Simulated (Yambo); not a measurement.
# HfO2 (Fm-3m) in Yambo: notebook, part 2 of 2

Yambo 5.3.0. Earlier steps stand in the parts before.

## 3. Optical spectrum, PBEsol

Input file optics1.in:

```
optics
chi
Chimod= "HARTREE"
% BndsRnXd
 1 | 37 |
%
NGsBlkXd= 3 Ry
% LongDrXd
 1 | 0 | 0 |
%
% QpntsRXd
 1 | 1 |
%
% EnRngeXd
 0 | 20 | eV
%
% DmRngeXd
 0.1 | 0.1 | eV
%
ETStpsXd= 200
```

Input file scf.in:

```
&CONTROL
  calculation = 'scf'
  prefix = 'pwscf'
  outdir = './tmp'
  pseudo_dir = './pseudo'
/
&SYSTEM
  ibrav = 0
  nat = 3
  ntyp = 2
  ecutwfc = 84
  nbnd = 19
  occupations = 'smearing'
  smearing = 'fd'
  degauss = 0.00367493
  force_symmorphic = .true.
/
&ELECTRONS
  conv_thr = 6d-10
  electron_maxstep = 120
  mixing_beta = 0.5
/
ATOMIC_SPECIES
Hf   178.4900 Hf.upf
O     15.9990 O.upf
CELL_PARAMETERS angstrom
   0.0000000000    2.5575000000    2.5575000000
   2.5575000000    0.0000000000    2.5575000000
   2.5575000000    2.5575000000    0.0000000000
ATOMIC_POSITIONS crystal
Hf     0.0000000000    0.0000000000    0.0000000000
O      0.7500000000    0.7500000000    0.7500000000
O      0.2500000000    0.2500000000    0.2500000000
K_POINTS automatic
10 10 10 0 0 0
```

Input file nscf.in:

```
&CONTROL
  calculation = 'nscf'
  prefix = 'pwscf'
  outdir = './tmp'
  pseudo_dir = './pseudo'
/
&SYSTEM
  ibrav = 0
  nat = 3
  ntyp = 2
  ecutwfc = 84
  nbnd = 162
  occupations = 'fixed'
  force_symmorphic = .true.
/
&ELECTRONS
  conv_thr = 1d-08
  diago_full_acc = .true.
  diago_thr_init = 1d-06
/
ATOMIC_SPECIES
Hf   178.4900 Hf.upf
O     15.9990 O.upf
CELL_PARAMETERS angstrom
   0.0000000000    2.5575000000    2.5575000000
   2.5575000000    0.0000000000    2.5575000000
   2.5575000000    2.5575000000    0.0000000000
ATOMIC_POSITIONS crystal
Hf     0.0000000000    0.0000000000    0.0000000000
O      0.7500000000    0.7500000000    0.7500000000
O      0.2500000000    0.2500000000    0.2500000000
K_POINTS automatic
4 4 4 0 0 0
```

Potentials or basis: PseudoDojo 0.4.1 SR PBEsol standard.

Run with:

```bash
$ OMP_NUM_THREADS=1 pw.x -in scf.in > scf.out
$ OMP_NUM_THREADS=1 pw.x -in nscf.in > nscf.out
$ cd tmp/pwscf.save; p2y; mv SAVE ../..; cd ../..
$ OMP_NUM_THREADS=1 yambo
$ OMP_NUM_THREADS=1 yambo -F optics1.in -J optics1 -C optics1_out
```

Yambo's report:

```text
[... sections 02.01 to 02.04 as in the set-up run ...]

  [02.05] Energies & Occupations
  ==============================

  [X] === General ===
  [X] Electronic Temperature                        :  0.000000  0.000000 [eV K]
  [X] Bosonic    Temperature                        :  0.000000  0.000000 [eV K]
  [X] Finite Temperature mode                       : no
  [X] El. density                                   :  0.71736E+24 [cm-3]
  [X] Fermi Level                                   :  11.78411 [eV]

  [X] === Gaps and Widths ===
  [X] Conduction Band Min                           :  3.641107 [eV]
  [X] Valence Band Max                              :  0.000000 [eV]
  [X] Filled Bands                                  :  12
  [X] Empty Bands                                   :   13  162
  [X] Direct Gap                                    :  3.641107 [eV]
  [X] Direct Gap localized at k                     :   7
  [X] Indirect Gap                                  :  3.641107 [eV]
  [X] Indirect Gap between kpts                     :   7   7
  [X] Last valence band width                       :  1.818354 [eV]
  [X] 1st conduction band width                     :  1.024063 [eV]

 [03] Transferred momenta grid and indexing
 ==========================================

 IBZ Q-points                                      :   8
 BZ  Q-points                                      :   64

 K/Q-points units:
 rlu = crystal or reduced units; cc = cartesian coordinates; iku = interal k-units

 Q [1]          [rlu]:  0.000000  0.000000  0.000000
 Q [2]          [rlu]: -0.89636E-17 -0.89636E-17  0.25000
 Q [3]          [rlu]:  0.17927E-16  0.17927E-16 -0.50000
 Q [4]          [rlu]: -0.48811E-17  0.25000      0.25000
 Q [5]          [rlu]:  0.48678E-16  0.25000      0.50000
 Q [6]          [rlu]:  0.17927E-16  0.25000     -0.25000
 Q [7]          [rlu]:  0.97622E-17 -0.50000     -0.50000
 Q [8]          [rlu]:  0.250000 -0.500000 -0.250000

 [WARNING] [Xd] User bands 1-37 break level degeneracy

 [04] Dipoles
 ============

  [04.01] Setup: observables and procedures
  =========================================

  [WARNING] [x,Vnl] slows the Dipoles computation. To neglect it rename the ns.kb_pp file
  [WF-Oscillators/G space/Transverse up loader] Normalization (few states)  min/max  :  0.10115E-16   1.0000

  [WR./optics1//ndb.dipoles]------------------------------------------------------
   Brillouin Zone Q/K grids (IBZ/BZ)                :    8   64    8   64
   RL vectors                                       :   3695 [WF]
   Fragmentation                                    : yes
   Electronic Temperature                           :  0.000000 [K]
   Bosonic    Temperature                           :  0.000000 [K]
   DIP band range                                   :    1   37
   DIP band range limits                            :  12  13
   DIP e/h energy range                             : -1.000000 -1.000000 [eV]
   RL vectors in the sum                            :   3695
   [r,Vnl] included                                 : yes
   Bands ordered                                    : yes
   Direct v evaluation                              : no
   Approach used                                    : G-space v
   Dipoles computed                                 : R V P [G-space]
   Wavefunctions                                    : Perdew, Burke & Ernzerhof SOL(X)+Perdew, Burke & Ernzerhof SOL(C)

  [WARNING] [r,Vnl^pseudo] included in position and velocity dipoles.

  [WARNING] In case H contains other non local terms, these are neglected

 [05] Optics
 ===========

 [X-CG] R(p) Tot o/o(of R):   1480  19200    100
```

o-optics1.eps_q1_inv_rpa_dyson:

```text
# Absorption @ Q(1):   1.00000000      0.00000000      0.00000000    [q->0 direction]
#
# [ X ] Hartree size                              :  27
# [GEN] GF Energies                               : Perdew, Burke & Ernzerhof SOL(X)+Perdew, Burke & Ernzerhof SOL(C)
# [GEN] Green`s Function                          : T-ordered
#
# [GEN] Gauge                                     : Length
# [GEN] [r,Vnl] included                          : yes
#
#    E[1] [eV]          Im(eps)            Re(eps)            Im(eps_o)          Re(eps_o)
#
        0.000000           0.049504           5.210660           0.052268           5.399812
        0.100503           0.049535           5.211355           0.052301           5.400538
        0.201005           0.049630           5.213440           0.052401           5.402720
        0.301508           0.049788           5.216924           0.052567           5.406362
        0.402010           0.050010           5.221814           0.052801           5.411477
        0.502513           0.050298           5.228128           0.053105           5.418080
[... 192 lines left out ...]
        19.89950           0.505473           1.462632           0.670279           1.841759
        20.00000           0.455044           1.599027           0.650307           2.037035
#
```

It took 44 s on 1 thread of Intel Xeon 6975P-C (Granite Rapids), shared host; peak memory 0.28 GiB.

What came out:

* Band gap on the k mesh, mean-field level: 3.64 eV, direct
* Electronic dielectric constant along the field: 5.21
* Electronic dielectric constant along the field, independent particles: 5.40

Dielectric function (along the field direction of the input):
```
energy (eV)  real part  imaginary part
       0.30       5.22            0.05
       0.80       5.26            0.05
       1.31       5.33            0.06
       1.81       5.46            0.06
       2.31       5.64            0.07
       2.81       5.90            0.09
       3.32       6.30            0.12
       3.82       7.00            0.23
       4.32       8.63            2.50
       4.82       8.62            1.25
       5.33       6.19            1.58
       5.83      10.95            4.69
       6.33       6.48            9.55
       6.83       7.75            4.10
       7.34       3.93            2.68
       7.84       9.41            6.83
       8.34      -0.56            9.88
       8.84       3.87            8.19
       9.35      -2.42            6.56
       9.85      -4.54            5.05
      10.35      -1.35            1.65
      10.85      -1.15            6.34
      11.36      -0.59            2.68
      11.86      -1.49            3.05
      12.36      -1.35            2.19
      12.86      -0.63            1.54
      13.37      -1.12            1.66
      13.87      -0.15            1.42
      14.37      -0.52            1.17
      14.87      -0.88            0.64
      15.38       0.04            0.55
      15.88       0.67            0.42
      16.38       0.64            0.46
      16.88       0.50            1.70
      17.39       1.04            0.48
      17.89       0.60            1.05
      18.39       0.90            0.44
      18.89       1.36            1.78
      19.40       0.72            0.35
      20.00       1.60            0.46
```

Caveat: the k mesh is coarse (spacing up to 0.53 Å⁻¹), so the values aren't converged; spectra need much finer meshes, so this one isn't converged; these spectra lack excitons; spin-orbit coupling is left out, which moves the levels of the heavy elements.
